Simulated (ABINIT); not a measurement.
Ge:

```
CELL_PARAMETERS angstrom
3.99759 0.00000 0.00000
-1.99879 3.46201 0.00000
0.00000 0.00000 6.59938
ATOMIC_POSITIONS crystal
Ge 0.33333 0.66667 0.93710
Ge 0.66667 0.33333 0.43710
Ge 0.33333 0.66667 0.56290
Ge 0.66667 0.33333 0.06290
```

This isn't the form of Ge at room conditions, which is diamond.

* Program: ABINIT 10.8.3 (patched build)
* Task: single point
* Functional: PBE
* Potentials or basis: JTH PAW PBE v2.0
* Cutoff: 599 eV
* k mesh: 8 × 8 × 4
* Occupations: fermi-dirac, width 0.05 eV
* Spin: no spin polarisation

On this cell: pressure 2.5 GPa; largest force 0.015 eV/Å; band gap on the k mesh 0.14 eV, direct.

The same run follows on a disturbed copy (atoms moved at random, drawn with an rms of 0.05 Å):

```
CELL_PARAMETERS angstrom
3.99759 0.00000 0.00000
-1.99879 3.46201 0.00000
0.00000 0.00000 6.59938
ATOMIC_POSITIONS crystal
Ge 0.32803 0.66489 0.93959
Ge 0.67763 0.33919 0.43330
Ge 0.34363 0.67052 0.56725
Ge 0.67313 0.32691 0.06117
```

What does the disturbed cell give?

The energy moves by +7.8 meV/atom; pressure 2.5 GPa; largest force 0.649 eV/Å; band gap on the k mesh 0.08 eV, direct.

Forces on the atoms (eV/Å):
```
Ge   0.618 -0.141 -0.137
Ge   0.030 -0.084  0.389
Ge  -0.043  0.067 -0.377
Ge  -0.606  0.159  0.125
```

Stress tensor (GPa, compression positive):
```
 2.29  0.77 -0.59
 0.77  2.53  0.20
-0.59  0.20  2.72
```

Caveats: the atomic spheres overlap (some runs).

A k mesh can miss the band edges.
